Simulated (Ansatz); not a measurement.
**What strain does to BaTe (rocksalt)**

BaTe in the rocksalt structure, relaxed with r2SCAN in Ansatz. It is cubic, Fm-3m (No. 225); a = 7.065 Å in the conventional setting, 44.08 Å³ an atom. Ba has 6 Te at 3.53 Å; Te has 6 Ba at 3.53 Å.

The axes x, y and z are those of this cell:
```xyz
2
Lattice="0.0000 3.5324 3.5324 3.5324 0.0000 3.5324 3.5324 3.5324 0.0000" Properties=species:S:1:pos:R:3 pbc="T T T"
Ba    0.0000    0.0000    0.0000
Te    3.5324    3.5324    3.5324
```

Unstrained: PBE gives an indirect gap of 1.655 eV, from Γ to X; the least direct gap is 2.009 eV at X. With r2SCAN the valence top lies at Γ and the conduction bottom at X, 2.004 eV higher; the smallest vertical gap, at X, is 2.365 eV. With HSE06 the valence top lies at Γ and the conduction bottom at X, 2.347 eV higher; the smallest vertical gap, at X, is 2.752 eV. Meshes: PBE 6×6×6, r2SCAN 6×6×6, HSE06 4×4×4. Strains are changes of length per length. After each strain the atoms were relaxed again with r2SCAN within the symmetry that the strain leaves, so tilts or polar shifts that break it weren't tested; points keep the names that they have in the unstrained zone. Calculated for a static, non-magnetic cell.

Changes of the least gap in eV (an overlap counts as a negative gap):
```json
{"strain": "epitaxial +5.0 % in the xy plane, free normal strain -1.35 %", "volume change (%)": "+8.8", "space group": "I4/mmm", "PBE": "+0.067", "r2SCAN": "+0.051", "HSE06": "+0.081", "G0W0@PBE (mesh)": "+0.10", "energy rise, r2SCAN (meV/atom)": "45.3"}
{"strain": "epitaxial +3.0 % in the xy plane, free normal strain -0.82 %", "volume change (%)": "+5.2", "space group": "I4/mmm", "PBE": "+0.040", "r2SCAN": "+0.031", "HSE06": "+0.049", "G0W0@PBE (mesh)": "+0.06", "energy rise, r2SCAN (meV/atom)": "17.7"}
{"strain": "epitaxial +4.0 % in the plane normal to [111], free normal strain -4.04 %", "volume change (%)": "+3.8", "space group": "R-3m", "PBE": "-0.112", "r2SCAN": "-0.121", "HSE06": "-0.122", "G0W0@PBE (mesh)": "-0.10", "energy rise, r2SCAN (meV/atom)": "19.8"}
{"strain": "uniaxial -1.0 % along x", "volume change (%)": "-1.0", "space group": "I4/mmm", "PBE": "-0.035", "r2SCAN": "-0.037", "HSE06": "-0.035", "G0W0@PBE (mesh)": "-0.05", "energy rise, r2SCAN (meV/atom)": "1.0"}
{"strain": "isotropic -1.0 % on every length", "volume change (%)": "-3.0", "space group": "Fm-3m", "PBE": "-0.059", "r2SCAN": "-0.058", "HSE06": "-0.063", "G0W0@PBE (mesh)": "-0.08", "energy rise, r2SCAN (meV/atom)": "3.8"}
```
Unstrained, G0W0@PBE with 367 empty bands, a screening cutoff of 150 eV and a 4×4×4 mesh gives 2.68 eV on its mesh; the band count follows the volume. G0W0 here is at a finite number of bands, screening cutoff and k mesh, not at the basis limit.

Epitaxial +5.0 % in the xy plane, free normal strain -1.35 %. HSE06: the gap goes from 2.347 to 2.428 eV (+0.081 eV); the X points, equivalent before, split by 16 meV, and the conduction bottom lies at those like (1/2, 1/2, 0); with r2SCAN the top three valence levels at Γ, degenerate before, become 1+2 from the top over 103 meV. Stress change with r2SCAN, compression positive: xx -2.83, yy -2.83, zz +0.06 GPa.

Epitaxial +3.0 % in the xy plane, free normal strain -0.82 %. HSE06: the gap goes from 2.347 to 2.396 eV (+0.049 eV); with r2SCAN the top three valence levels at Γ, degenerate before, become 1+2 from the top over 70 meV. Stress change with r2SCAN, compression positive: xx -1.94, yy -1.94, zz +0.03 GPa.

Epitaxial +4.0 % in the plane normal to [111], free normal strain -4.04 %. HSE06: the gap goes from 2.347 to 2.225 eV (-0.122 eV); with r2SCAN the top three valence levels at Γ, degenerate before, become 1+2 from the top over 240 meV. Stress change with r2SCAN, compression positive: xx -1.13, yy -1.13, zz -1.13, xy +0.58, xz +0.58, yz +0.58 GPa.

Uniaxial -1.0 % along x, other directions held. HSE06: the gap goes from 2.347 to 2.312 eV (-0.035 eV); with r2SCAN the top three valence levels at Γ, degenerate before, become 1+2 from the top over 24 meV. Stress change with r2SCAN, compression positive: xx +0.77, yy +0.10, zz +0.10 GPa.

Isotropic -1.0 % on every length. HSE06: the gap goes from 2.347 to 2.284 eV (-0.063 eV). Stress change with r2SCAN, compression positive: xx +0.98, yy +0.98, zz +0.98 GPa. For HSE06, dE_g/d ln V = 2.1 eV over this step.

No spin-orbit coupling is included; it can move band edges with weight on the heavy atoms by tenths of an eV.

The meshes of the hybrids are coarse, so their gaps aren't converged to the digits shown.

The splittings at Γ are without spin-orbit coupling, which regroups them where it is of like size or larger.
